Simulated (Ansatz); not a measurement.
The system is CoO.

```xyz
2
Lattice="0.0000 2.1315 2.1315 2.1315 0.0000 2.1315 2.1315 2.1315 0.0000" Properties=species:S:1:pos:R:3 pbc="T T T"
Co    0.0000    0.0000    0.0000
O     2.1315    2.1315    2.1315
```

- Program: Ansatz 0.2.0
- Task: relaxation of cell and atoms
- Functional: BLYP
- Potentials or basis: all-electron LAPW, scalar-relativistic
- Basis error allowed: 0.001 eV/atom
- k mesh: 11 × 11 × 11
- Occupations: fermi-dirac, width 0.05 eV
- Spin: collinear spin, ferromagnetic start
- Starting moments: [2.0, 0.0] μB

At the start: volume 9.68 Å³/atom.

Question: Where does the relaxation end?

Answer: Over 5 steps the energy falls by 4.1 meV/atom and the volume is 9.97 Å³/atom (+2.9 %); space group Fm-3m (No. 225, to 0.05 Å); moment 2.88 μB per cell.

Step by step:
```
step  energy change (eV)  largest force (eV/Å)  volume (Å³)
   1              0.0000                0.0000        19.37
   2             -0.0060                0.0000        19.64
   3             -0.0082                0.0000        19.92
   4             -0.0082                0.0000        19.94
   5             -0.0082                0.0000        19.94
```

Final structure:
```
CELL_PARAMETERS angstrom
0.00000 2.15213 2.15213
2.15213 0.00000 2.15213
2.15213 2.15213 0.00000
ATOMIC_POSITIONS crystal
Co 0.00000 0.00000 0.00000
O 0.50000 0.50000 0.50000
```

Caveat: a cell with one magnetic atom can't hold antiferromagnetic order, which such compounds often take.
